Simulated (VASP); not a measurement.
# ZnO (zincite) (P6_3mc) in VASP: a series of runs, part 2 of 2

VASP 6.6.1. The steps go on from the part before.

**4. Relaxation of shape and atoms at fixed volume, PBE+D3(BJ) (a relaxed cell with its volume scaled by 1.04)**

INCAR

```
PREC     = Accurate       # precision mode
ENCUT    = 600            # plane-wave cutoff, eV
EDIFF    = 1E-7           # SCF threshold, eV
ISMEAR   = 0              # smearing method
SIGMA    = 0.03           # smearing width, eV
LREAL    = F              # projectors in reciprocal space
LASPH    = T              # aspherical terms in the spheres
NELM     = 80             # most SCF steps
ALGO     = Fast           # electronic algorithm
ISIF     = 4              # what is computed and relaxed
LWAVE    = F              # write WAVECAR
LCHARG   = F              # write CHGCAR
GGA      = PE             # functional
IVDW     = 12             # dispersion correction
IBRION   = 2              # ionic algorithm
NSW      = 40             # ionic steps
EDIFFG   = -0.01          # ionic threshold
```

KPOINTS

```
regular mesh
0
Gamma
  9 9 5
```

POSCAR

```
ZnO                                     
1.0
    3.3049578165      0.0000000000      0.0000000000
   -1.6524789083      2.8621774276     -0.0000000000
    0.0000000000      0.0000000000      5.3339326593
  Zn              O             
     2     2
Direct
     0.3333333332999970    0.6666666667000030    0.4999425256542325
     0.6666666667000030    0.3333333332999970    0.9999425256542326
     0.6666666667000030    0.3333333332999970    0.3790674743457684
     0.3333333332999970    0.6666666667000030    0.8790674743457684
```

Potentials or basis: VASP PAW PBE potentials, release 64 (Zn, O).

Run with:

```bash
> cat potpaw_PBE.64/Zn/POTCAR potpaw_PBE.64/O/POTCAR > POTCAR
> mpirun -np 1 vasp_std > vasp.out
```

OUTCAR:

```text
PREC = Accurate
   ENCUT = 600
   EDIFF = 1E-7
   ISMEAR = 0
   LREAL = F
   LASPH = T
   NELM = 80
   ISIF = 4
   GGA = PE
   IVDW = 12
   IBRION = 2
   NSW = 40
   EDIFFG = -0.01
 IVDW          = 12

 ion  position               nearest neighbor table
   1  0.333  0.667  0.500-   3 2.01   3 2.01   3 2.01   4 2.02
   2  0.667  0.333  1.000-   4 2.01   4 2.01   4 2.01   3 2.02
   3  0.667  0.333  0.379-   1 2.01   1 2.01   1 2.01   2 2.02
   4  0.333  0.667  0.879-   2 2.01   2 2.01   2 2.01   1 2.02

  LATTYP: Found a hexagonal cell.
 ALAT       =     3.3049578165
 C/A-ratio  =     1.6139185295

  Lattice vectors:

 A1 = (   3.3049578165,   0.0000000000,   0.0000000000)
 A2 = (  -1.6524789083,   2.8621774276,   0.0000000000)
 A3 = (   0.0000000000,   0.0000000000,   5.3339326593)

Analysis of symmetry for initial positions (statically):
=====================================================================
 Subroutine PRICEL returns:
 Original cell was already a primitive cell.

 Routine SETGRP: Setting up the symmetry group for a
 hexagonal supercell.

[... 175 lines left out ...]

 E-fermi :   0.8558     XC(G=0): -10.6040

 val. band max:        0.6959767316   @ k =   0.0000   0.0000   0.0000
 cond. band min:       1.3900946317   @ k =   0.0000   0.0000   0.0000
 fundamental gap:      0.6941179001
 Fermi energy:         0.8558332573

 k-point     1 :       0.0000    0.0000    0.0000
  band No.  band energies     occupation
      1     -16.9476      2.00000
      2     -16.3133      2.00000
      3      -4.7427      2.00000
      4      -4.7427      2.00000
      5      -4.7055      2.00000
      6      -4.5680      2.00000
[... 589 lines left out ...]
     21       8.4192      0.00000
     22       8.7009      0.00000

 [... further k-points ...]

------------------------ aborting loop because EDIFF is reached ----------------------------------------

 Edisp (eV)   -0.84511

 E8    (eV) :    -0.3191

  FORCE on cell =-STRESS in cart. coord.  units (eV):
  Direction    XX          YY          ZZ          XY          YZ          ZX
  --------------------------------------------------------------------------------------
  -------------------------------------------------------------------------------------
  Total      -1.56112    -1.56112    -1.54093     0.00000     0.00000     0.00000
  in kB     -49.57192   -49.57192   -48.93099     0.00000     0.00000     0.00000
  external pressure =      -49.36 kB  Pullay stress =        0.00 kB

 VOLUME and BASIS-vectors are now :
 -----------------------------------------------------------------------------
  energy-cutoff  :      600.00
  volume of cell :       50.46
      direct lattice vectors                 reciprocal lattice vectors
     3.304957816  0.000000000  0.000000000     0.302575723  0.174692175  0.000000000
    -1.652478908  2.862177428  0.000000000     0.000000000  0.349384350  0.000000000
     0.000000000  0.000000000  5.333932659     0.000000000  0.000000000  0.187478932

 POSITION                                       TOTAL-FORCE (eV/Angst)
 -----------------------------------------------------------------------------------
     -0.00000      1.90812      2.66666         0.000000      0.000000      0.002074
      1.65248      0.95406      5.33363        -0.000000      0.000000      0.002074
      1.65248      0.95406      2.02192         0.000000     -0.000000     -0.002074
     -0.00000      1.90812      4.68889         0.000000     -0.000000     -0.002074
 -----------------------------------------------------------------------------------
    total drift:                                0.000000      0.000000      0.000191

  FREE ENERGIE OF THE ION-ELECTRON SYSTEM (eV)
  ---------------------------------------------------
  free  energy   TOTEN  =       -18.7062521019 eV

  energy  without entropy=      -18.7062521019  energy(sigma->0) =      -18.70625210

 reached required accuracy - stopping structural energy minimisation
```

OSZICAR:

```text
N       E                     dE             d eps       ncg     rms          rms(c)
DAV:   1     0.307968062549E+03    0.30797E+03   -0.20611E+04  1584   0.258E+03
[... 11 lines left out ...]
RMM:  13    -0.178611458094E+02   -0.37918E-04   -0.53071E-04  1586   0.115E-01    0.491E-02
RMM:  14    -0.178611457983E+02    0.11101E-07   -0.75178E-05  1604   0.503E-02    0.299E-02
RMM:  15    -0.178611396953E+02    0.61030E-05   -0.64472E-05  1585   0.706E-02    0.852E-03
RMM:  16    -0.178611385164E+02    0.11789E-05   -0.76361E-06  1615   0.257E-02    0.353E-03
RMM:  17    -0.178611384837E+02    0.32726E-07   -0.15599E-06  1157   0.739E-03    0.193E-03
RMM:  18    -0.178611386247E+02   -0.14099E-06   -0.24227E-07  1001   0.412E-03    0.173E-03
RMM:  19    -0.178611386405E+02   -0.15863E-07   -0.11520E-07   982   0.218E-03
   1 F= -.18706252E+02 E0= -.18706252E+02  d E =-.187063E+02
```

CONTCAR:

```text
ZnO
   1.00000000000000
     3.3049578165000000    0.0000000000000000    0.0000000000000000
    -1.6524789083000000    2.8621774275999998    0.0000000000000000
     0.0000000000000000    0.0000000000000000    5.3339326593000003
  Zn              O
     2     2
Direct
     0.3333333332999970    0.6666666667000030    0.4999425256542338
     0.6666666667000030    0.3333333332999970    0.9999425256542338
     0.6666666667000030    0.3333333332999970    0.3790674743457672
     0.3333333332999970    0.6666666667000030    0.8790674743457672

  0.00000000E+00  0.00000000E+00  0.00000000E+00
  0.00000000E+00  0.00000000E+00  0.00000000E+00
  0.00000000E+00  0.00000000E+00  0.00000000E+00
  0.00000000E+00  0.00000000E+00  0.00000000E+00
```

It took 84 s on 1 thread of Intel Xeon Platinum 8559C (Emerald Rapids), shared host; peak memory 0.21 GiB.

Results:

```yaml
Free_energy: -18.7063 eV
Pressure_after_relaxing: -4.9 GPa
Band_gap_on_the_k_mesh: 0.69 eV, direct
Dispersion_energy_per_atom: -0.211 eV
```

Forces on the atoms (eV/Å):
```
Zn   0.000  0.000  0.002
Zn   0.000  0.000  0.002
O    0.000  0.000 -0.002
O    0.000  0.000 -0.002
```

Final structure:
```
CELL_PARAMETERS angstrom
3.30496 0.00000 0.00000
-1.65248 2.86218 0.00000
0.00000 0.00000 5.33393
ATOMIC_POSITIONS crystal
Zn 0.33333 0.66667 0.49994
Zn 0.66667 0.33333 0.99994
O 0.66667 0.33333 0.37907
O 0.33333 0.66667 0.87907
```

Caveat: the relaxation stopped at its first step, so nothing moved.

**5. Relaxation of shape and atoms at fixed volume, PBE+D3(BJ) (a relaxed cell with its volume scaled by 1.06)**

INCAR is that of step 4.

KPOINTS is that of step 4.

Edit POSCAR of step 4 so:

```diff
@@ -2,5 +2,5 @@
 1.0
-    3.3049578165      0.0000000000      0.0000000000
-   -1.6524789083      2.8621774276     -0.0000000000
-    0.0000000000      0.0000000000      5.3339326593
+    3.3260090708      0.0000000000      0.0000000000
+   -1.6630045354      2.8804083486     -0.0000000000
+    0.0000000000      0.0000000000      5.3679076687
   Zn              O
```

Run with:

```bash
> cat potpaw_PBE.64/Zn/POTCAR potpaw_PBE.64/O/POTCAR > POTCAR
> mpirun -np 1 vasp_std > vasp.out
```

Wall time 84 s (1 thread of Intel Xeon Platinum 8559C (Emerald Rapids), shared host); peak memory 0.21 GiB.

It converged, with:

- Free energy: -18.6717 eV
- Pressure after relaxing: -7.0 GPa
- Band gap on the k mesh: 0.67 eV, direct
- Dispersion energy per atom: -0.207 eV

Stress tensor (GPa, compression positive):
```
-7.04  0.00  0.00
 0.00 -7.04  0.00
 0.00  0.00 -6.96
```

Final structure:
```cif
data_structure
_symmetry_space_group_name_H-M 'P 1'
_symmetry_Int_Tables_number 1
_cell_length_a 3.3260
_cell_length_b 3.3260
_cell_length_c 5.3679
_cell_angle_alpha 90.000
_cell_angle_beta 90.000
_cell_angle_gamma 120.000
_cell_volume 51.43
loop_
_atom_site_label
_atom_site_type_symbol
_atom_site_fract_x
_atom_site_fract_y
_atom_site_fract_z
_atom_site_occupancy
Zn1 Zn 0.33333 0.66667 0.49994 1
Zn2 Zn 0.66667 0.33333 0.99994 1
O1 O 0.66667 0.33333 0.37907 1
O2 O 0.33333 0.66667 0.87907 1
```

Levels at points of the mesh, in eV from the valence-band top:
| k point | band 14 | band 15 | band 16 | band 17 | band 18 | band 19 | band 20 | band 21 | band 22 |
| --- | --- | --- | --- | --- | --- | --- | --- | --- | --- |
| (0.00, 0.00, 0.00) | -0.71 | -0.71 | -0.07 | 0.00 | 0.00 | 0.67 | 4.93 | 7.93 | 12.51 |

Caveat: the relaxation stopped at its first step, so nothing moved.

**6. Overview**

| cell | gap on the mesh (eV) | pressure (GPa) |
| --- | --- | --- |
| atoms relaxed at fixed volume | 0.75 | -0.1 |
| atoms relaxed at fixed volume from: a relaxed cell with its volume scaled by 1.02 | 0.72 | -2.6 |
| atoms relaxed at fixed volume from: a relaxed cell with its volume scaled by 1.04 | 0.69 | -4.9 |
| atoms relaxed at fixed volume from: a relaxed cell with its volume scaled by 1.06 | 0.67 | -7.0 |

Alike in all rows: task relaxation of shape and atoms at fixed volume; level PBE+D3(BJ); potentials or basis VASP PAW PBE potentials, release 64 (Zn, O); no spin polarisation; k mesh 9 × 9 × 5; cutoff (eV) 600; smearing gaussian 0.03 eV.

Caveats: the relaxation stopped at its first step, so nothing moved.

Total energies depend on the potentials used, so only differences within one code and one set of settings carry meaning.

**7. Against experiment**

Step 2. Measured gap of ZnO: 3.37 eV (quoted in “Electronic structure of alkaline earth and post-transition metal oxides”, 2009, arxiv:0908.1581). This calculation gives 0.75 eV (-2.62 eV). So large a miss can be the level of theory's own, or it may mean another phase, state or a wrong row. The value is that of PBE+D3(BJ), without temperature or zero-point motion. Semilocal functionals fall short of measured gaps as a rule.
